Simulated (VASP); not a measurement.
# Zn (Fm-3m) in VASP: settings compared

The runs below take Zn through density of states, optical spectrum, band structure, with HSE06+TS, revPBE+D4, r2SCAN+D4, LDA, SCAN+D3.

Everything below comes from runs of VASP 6.6.1. Logs are shortened: lines on timing, memory, paths and dates and some standing lists are left out, and cuts for length are marked.

### 1 Starting point

Symmetry: Fm-3m, No. 225, cubic system. Conventional cell: a = 3.930 Å, b = 3.930 Å, c = 3.930 Å, α = 90.00°, β = 90.00°, γ = 90.00°. Around Zn (site symmetry m-3m) lie 12 Zn at 2.78 Å.

This isn't the form of Zn at room conditions, which is hcp.

### 2 Density of states, HSE06+TS (volume scaled by 0.92)

Contents of POSCAR:

```
Zn
2.7024
    0.000000000000      0.707119295293      0.707119295293
    0.707119295293      0.000000000000      0.707119295293
    0.707119295293      0.707119295293      0.000000000000
Zn
1
Direct
    0.0000000000      0.0000000000      0.0000000000
```

Contents of INCAR.step1:

```
SYSTEM = Zn
ALGO = Normal ; EDIFF = 1E-5
ENCUT = 520 ; GGA = PE
ISIF = 2 ; ISMEAR = 1
LASPH = .TRUE. ; LCHARG = .FALSE.
LREAL = .FALSE. ; LWAVE = .TRUE.
NBANDS = 12 ; NELM = 60
PREC = Accurate ; SIGMA = 0.2
```

Contents of INCAR.step2:

```
SYSTEM = Zn
ALGO = Normal ; EDIFF = 1E-6
ENCUT = 520 ; GGA = PE
HFSCREEN = 0.2 ; ISIF = 2
ISMEAR = -5 ; ISTART = 1
IVDW = 2 ; LASPH = .TRUE.
LCHARG = .FALSE. ; LHFCALC = .TRUE.
LORBIT = 11 ; LREAL = .FALSE.
LWAVE = .FALSE. ; NBANDS = 12
NEDOS = 1001 ; NELM = 60
PREC = Accurate ; PRECFOCK = Fast
SIGMA = 0.2
```

Contents of KPOINTS:

```
k-points
0
G
  6 6 6
  0 0 0
```

Potentials or basis: VASP PAW PBE potentials, release 64 (Zn).

On the command line:

```console
> cat potpaw_PBE.64/Zn/POTCAR > POTCAR
> cp INCAR.step1 INCAR
> mpirun -np 1 vasp_std > vasp.out
> cp INCAR.step2 INCAR
> mpirun -np 1 vasp_std > vasp.out
```

OUTCAR:

```text
SYSTEM = Zn
   EDIFF = 1E-6
   ENCUT = 520
   GGA = PE
   HFSCREEN = 0.2
   ISIF = 2
   ISMEAR = -5
   ISTART = 1
   IVDW = 2
   LASPH = .TRUE.
   LHFCALC = .TRUE.
   LORBIT = 11
   LREAL = .FALSE.
   NELM = 60
   PREC = Accurate
   PRECFOCK = Fast
  IVDW =   2

 ion  position               nearest neighbor table
   1  0.000  0.000  0.000-

  LATTYP: Found a face centered cubic cell.
 ALAT       =     3.8218383672

  Lattice vectors:

 A1 = (   0.0000000000,   1.9109191836,   1.9109191836)
 A2 = (   1.9109191836,   0.0000000000,   1.9109191836)
 A3 = (   1.9109191836,   1.9109191836,   0.0000000000)

Analysis of symmetry for initial positions (statically):
=====================================================================
 Subroutine PRICEL returns:
 Original cell was already a primitive cell.

 Routine SETGRP: Setting up the symmetry group for a
 face centered cubic supercell.

 Subroutine GETGRP returns: Found 48 space group operations
 (whereof 48 operations were pure point group operations)
 out of a pool of 48 trial point group operations.

The static configuration has the point symmetry O_h .

Analysis of symmetry for dynamics (positions and initial velocities):
=====================================================================
 Subroutine PRICEL returns:
 Original cell was already a primitive cell.

 Routine SETGRP: Setting up the symmetry group for a
 face centered cubic supercell.

 Subroutine GETGRP returns: Found 48 space group operations
 (whereof 48 operations were pure point group operations)
 out of a pool of 48 trial point group operations.

The dynamic configuration has the point symmetry O_h .

 Subroutine INISYM returns: Found 48 space group operations
 (whereof 48 operations are pure point group operations),
 and found     1 'primitive' translations

----------------------------------------------------------------------------------------

                                     Primitive cell

  volume of cell :      13.9559

  direct lattice vectors                    reciprocal lattice vectors
     0.000000000  1.910919184  1.910919184    -0.261654184  0.261654184  0.261654184
     1.910919184  0.000000000  1.910919184     0.261654184 -0.261654184  0.261654184
     1.910919184  1.910919184  0.000000000     0.261654184  0.261654184 -0.261654184

  length of vectors
     2.702447826  2.702447826  2.702447826     0.453198341  0.453198341  0.453198341

  position of ions in fractional coordinates (direct lattice)
     0.000000000  0.000000000  0.000000000

  ion indices of the primitive-cell ions
   primitive index   ion index
                 1           1

----------------------------------------------------------------------------------------

 KPOINTS: k-points

Automatic generation of k-mesh.
 Grid dimensions read from file:
 generate k-points for:    6    6    6

 Generating k-lattice:

  Cartesian coordinates                     Fractional coordinates (reciprocal lattice)
    -0.043609031  0.043609031  0.043609031     0.166666667  0.000000000  0.000000000
     0.043609031 -0.043609031  0.043609031     0.000000000  0.166666667  0.000000000
     0.043609031  0.043609031 -0.043609031     0.000000000  0.000000000  0.166666667

  Length of vectors
     0.075533057  0.075533057  0.075533057

  Shift w.r.t. Gamma in fractional coordinates (k-lattice)
     0.000000000  0.000000000  0.000000000
[... 77 lines left out ...]
   HFSCREEN=    0.2000 screening length (either q_TF or 0.3 A-1)
   HFSCREENC=   0.2000 screening length for correlation (either q_TF or 0.3 A-1)
   ENCUTFOCK=  -1.0 apply spherical cutoff to Coloumb kernel
   IVDW    =     2    specifies the selected vdW correction
   LEPSILON=     F    determine dielectric tensor
   LRPA    =     F    only Hartree local field effects (RPA)
 non-spin polarized calculation
 Fermi weights with tetrahedron method with Bloechl corrections
  energy-cutoff  :      520.00
  volume of cell :       13.96
 maximum number of plane-waves:       388
  NGX = 12; NGY = 12; NGZ = 12

 number of electron      12.0000016 magnetization

 Free energy of the ion-electron system (eV)
  ---------------------------------------------------
  ext. energy  EPLUGINS =         0.00000000
  ---------------------------------------------------
  free energy    TOTEN  =        -1.06474180 eV

  energy without entropy =       -1.06474180  energy(sigma->0) =       -1.06474180

 E-fermi :   3.7797     XC(G=0):  -9.7923

 val. band max:        4.0670506604   @ k =  -0.3333   0.5000   0.1667
 cond. band min:       2.4071755776   @ k =   0.5000   0.0000   0.0000
 fundamental gap:     -1.6598750828
 Fermi energy:         3.7797257304

 k-point     1 :       0.0000    0.0000    0.0000
  band No.  band energies     occupation
      1      -8.7708      2.00000
      2      -6.5327      2.00000
      3      -6.5327      2.00000
      4      -6.5327      2.00000
      5      -6.1011      2.00000
      6      -6.1011      2.00000
      7      24.1419      0.00000
      8      24.5048      0.00000
      9      24.5048      0.00000
     10      24.5048      0.00000
     11      26.9476      0.00000
     12      26.9476      0.00000
[... 211 lines left out ...]
 k-point    16 :      -0.3333    0.5000    0.1667
  band No.  band energies     occupation
      1      -7.0442      2.00000
      2      -6.9638      2.00000
      3      -6.1972      2.00000
      4      -5.9643      2.00000
      5      -5.6331      2.00000
      6       4.0671      1.64213
      7       6.9482      0.00000
      8       8.6243      0.00000
      9       9.8578      0.00000
     10      23.4986      0.00000
     11      24.8479      0.00000
     12      33.2955      0.00000

------------------------ aborting loop because EDIFF is reached ----------------------------------------

 total charge

# of ion       s       p       d       tot
------------------------------------------
    1        0.524   0.541   9.760  10.825

  Hirshfeld charges:
            ion         q(e)
   ------------------------------
      1     Zn       0.00000000

  Tkatchenko/Scheffler method for vdW energy calculation
  ---------------------------------------------------------------------------------------------

  Parameters of vdW forcefield:
            C6ts              R0ts           ALPHAts        RELVOL
            (au)              (au)            (au)
   ---------------------------------------------------------------
   Zn        313.893          4.093         42.052          1.05130845

  Number of pair interactions contributing to vdW energy:   37478
  Edisp (eV):   -0.42632

  FORCE on cell =-STRESS in cart. coord.  units (eV):
  Direction    XX          YY          ZZ          XY          YZ          ZX
  --------------------------------------------------------------------------------------
  -------------------------------------------------------------------------------------
  Total      -0.23454    -0.23454    -0.23454     0.00000     0.00000     0.00000
  in kB     -26.92568   -26.92568   -26.92568     0.00000     0.00000     0.00000
  external pressure =      -26.93 kB  Pullay stress =        0.00 kB

 VOLUME and BASIS-vectors are now :
 -----------------------------------------------------------------------------
  energy-cutoff  :      520.00
  volume of cell :       13.96
      direct lattice vectors                 reciprocal lattice vectors
     0.000000000  1.910919184  1.910919184    -0.261654184  0.261654184  0.261654184
     1.910919184  0.000000000  1.910919184     0.261654184 -0.261654184  0.261654184
     1.910919184  1.910919184  0.000000000     0.261654184  0.261654184 -0.261654184

  length of vectors
     2.702447826  2.702447826  2.702447826     0.453198341  0.453198341  0.453198341

 FORCES acting on ions
    electron-ion (+dipol)            ewald-force                    non-local-force                 convergence-correction
 -----------------------------------------------------------------------------------------------
   0.245E-06 0.286E-06 0.287E-06   0.185E-14 -.576E-14 -.612E-15   -.424E-21 0.424E-21 0.424E-21   -.133E-06 -.153E-06 -.153E-06
 -----------------------------------------------------------------------------------------------
   0.245E-06 0.286E-06 0.287E-06   0.185E-14 -.576E-14 -.612E-15   -.424E-21 0.424E-21 0.424E-21   -.133E-06 -.153E-06 -.153E-06

 POSITION                                       TOTAL-FORCE (eV/Angst)
 -----------------------------------------------------------------------------------
      0.00000      0.00000      0.00000        -0.000000     -0.000000     -0.000000
 -----------------------------------------------------------------------------------
    total drift:                                0.000000      0.000000      0.000000

--------------------------------------------------------------------------------------------------------

  FREE ENERGIE OF THE ION-ELECTRON SYSTEM (eV)
  ---------------------------------------------------
  free  energy   TOTEN  =        -1.4910635236 eV

  energy  without entropy=       -1.4910635236  energy(sigma->0) =       -1.49106352

--------------------------------------------------------------------------------------------------------

--------------------------------------------------------------------------------------------------------

 -----------------------------------------------------------------------------
|                                                                             |
|           W    W    AA    RRRRR   N    N  II  N    N   GGGG   !!!           |
|           W    W   A  A   R    R  NN   N  II  NN   N  G    G  !!!           |
|           W    W  A    A  R    R  N N  N  II  N N  N  G       !!!           |
|           W WW W  AAAAAA  RRRRR   N  N N  II  N  N N  G  GGG   !            |
|           WW  WW  A    A  R   R   N   NN  II  N   NN  G    G                |
|           W    W  A    A  R    R  N    N  II  N    N   GGGG   !!!           |
|                                                                             |
|     Tetrahedron method does not include variations of the Fermi             |
|     occupations, so forces and stress will be inaccurate. We suggest        |
|     using a different smearing scheme ISMEAR = 1 or 2 for metals in         |
|     relaxations.                                                            |
|                                                                             |
 -----------------------------------------------------------------------------

 total charge

# of ion       s       p       d       tot
------------------------------------------
    1        0.524   0.541   9.760  10.825

 BZINTS: Fermi energy:    3.779726;   12.000000 electrons
         Band energy:-0.660528E+02;  BLOECHL correction:   -0.057767

=======================================================================
```

It took 1.9 min on 1 thread of Intel Xeon 6975P-C (Granite Rapids), shared host; peak memory 0.21 GiB.

What came out:

```
Free energy                                           : -1.4911 eV
Pressure                                              : -2.7 GPa
Band gap on the k mesh                                : none (metal or under the smearing width)
Valence electrons inside the program's atomic spheres : Zn 10.82
Dispersion energy per atom                            : -0.426 eV
```

States per cell in windows of 1 eV (zero at the Fermi level; states under -8 eV left out):
```tsv
from (eV)	total	Zn1_p	Zn1_s	Zn1_d
-8.0	0.16	0.02	0.04	0.04
-7.0	0.17	0.03	0.04	0.03
-6.0	0.20	0.04	0.05	0.03
-5.0	0.26	0.07	0.05	0.03
-4.0	0.24	0.07	0.04	0.03
-3.0	0.26	0.08	0.04	0.03
-2.0	0.21	0.07	0.03	0.02
-1.0	0.17	0.06	0.02	0.02
0.0	0.14	0.03	0.04	0.02
1.0	0.31	0.07	0.08	0.04
2.0	0.28	0.07	0.06	0.04
3.0	0.26	0.07	0.05	0.04
4.0	0.27	0.07	0.05	0.04
5.0	0.34	0.10	0.06	0.05
6.0	0.42	0.13	0.07	0.05
7.0	0.45	0.14	0.07	0.06
```

Caveat: the k mesh is coarse (spacing up to 0.47 Å⁻¹), so the values aren't converged, least of all with exact exchange; atom-pairwise D2, TS and ULG terms overbind metals; the PAW data sets were made with another functional, which shifts forces and pressure a little; pairwise dispersion overbinds metals, which lowers pressure and volume; tetrahedron occupations give inexact forces and stress in metals.

### 3 Density of states, revPBE+D4

Contents of POSCAR:

```
Zn
1.0
    0.0000000000      1.9647760000      1.9647760000
    1.9647760000      0.0000000000      1.9647760000
    1.9647760000      1.9647760000      0.0000000000
Zn
1
Cartesian
    0.0000000000      0.0000000000      0.0000000000
```

Contents of INCAR.step1:

```
SYSTEM = Zn
PREC = Accurate
ENCUT = 520
EDIFF = 1E-6
ISMEAR = -5
SIGMA = 0.05
LREAL = .False.
LASPH = .True.
NELM = 100
ALGO = Normal
ISIF = 2
LWAVE = .False.
LCHARG = .True.
GGA = RE
IVDW = 13
NBANDS = 12
```

Contents of KPOINTS.step1:

```
regular mesh
0
Gamma
  12 12 12
  0 0 0
```

Contents of INCAR.step2:

```
SYSTEM = Zn
PREC = Accurate
ENCUT = 520
EDIFF = 1E-6
ISMEAR = -5
SIGMA = 0.05
LREAL = .False.
LASPH = .True.
NELM = 100
ALGO = Normal
ISIF = 2
LWAVE = .False.
LCHARG = .False.
GGA = RE
IVDW = 13
LORBIT = 11
NBANDS = 12
NEDOS = 2001
ICHARG = 11
```

Contents of KPOINTS.step2:

```
regular mesh
0
Gamma
  18 18 18
  0 0 0
```

Potentials or basis: VASP PAW PBE potentials, release 64 (Zn).

On the command line:

```console
> cat potpaw_PBE.64/Zn/POTCAR > POTCAR
> cp INCAR.step1 INCAR
> cp KPOINTS.step1 KPOINTS
> mpirun -np 1 vasp_std > vasp.out
> cp INCAR.step2 INCAR
> cp KPOINTS.step2 KPOINTS
> mpirun -np 1 vasp_std > vasp.out
```

Run time: 42 s. Hardware: 1 thread of AMD EPYC 7R43 (Zen 3), shared host; peak memory 0.12 GiB.

Results (log left out):

| Quantity | Value |
| --- | --- |
| Valence electrons inside the program's atomic spheres | Zn 10.74 |
| Dispersion energy per atom | -0.562 eV |

Levels at points of the mesh, in eV from the Fermi level:
```csv
k point,band 3,band 4,band 5,band 6,band 7,band 8,band 9,band 10
"(0.00, 0.00, 0.00)",-7.63,-7.63,-7.26,-7.26,18.32,18.32,18.32,18.83
"(0.50, 0.00, 0.00)",-7.64,-6.97,-6.97,-2.92,-1.37,15.30,15.30,17.37
"(0.50, 0.50, 0.00)",-6.99,-6.90,-6.90,-1.00,1.75,8.45,8.45,12.03
```

States per cell in windows of 0.5 eV (zero at the Fermi level; states under -8 eV left out):
```
from (eV)  total  Zn1_d  Zn1_p  Zn1_s
     -8.0   3.51   3.28   0.03   0.02
     -7.5   3.63   3.50   0.02   0.02
     -7.0   1.28   1.23   0.01   0.02
     -6.5   0.12   0.05   0.01   0.02
     -6.0   0.11   0.04   0.01   0.03
     -5.5   0.11   0.03   0.02   0.03
     -5.0   0.10   0.02   0.02   0.03
     -4.5   0.12   0.02   0.02   0.03
     -4.0   0.13   0.02   0.03   0.03
     -3.5   0.14   0.02   0.03   0.03
     -3.0   0.13   0.01   0.03   0.02
     -2.5   0.14   0.02   0.04   0.03
     -2.0   0.13   0.01   0.04   0.02
     -1.5   0.13   0.01   0.04   0.02
     -1.0   0.15   0.02   0.04   0.03
     -0.5   0.16   0.02   0.04   0.04
      0.0   0.16   0.02   0.04   0.03
      0.5   0.14   0.02   0.04   0.03
      1.0   0.13   0.01   0.03   0.03
      1.5   0.14   0.02   0.04   0.03
      2.0   0.18   0.02   0.04   0.04
      2.5   0.18   0.02   0.04   0.04
      3.0   0.16   0.02   0.04   0.04
      3.5   0.19   0.02   0.05   0.04
      4.0   0.20   0.02   0.05   0.04
      4.5   0.20   0.02   0.06   0.04
      5.0   0.20   0.02   0.06   0.03
      5.5   0.18   0.02   0.05   0.03
      6.0   0.21   0.03   0.07   0.03
      6.5   0.22   0.03   0.07   0.03
      7.0   0.22   0.03   0.07   0.03
      7.5   0.22   0.02   0.07   0.02
```

Caveat: the PAW data sets were made with another functional, which shifts forces and pressure a little; pairwise dispersion overbinds metals, which lowers pressure and volume; tetrahedron occupations give inexact forces and stress in metals.

(Continued in part 2 of 3.)
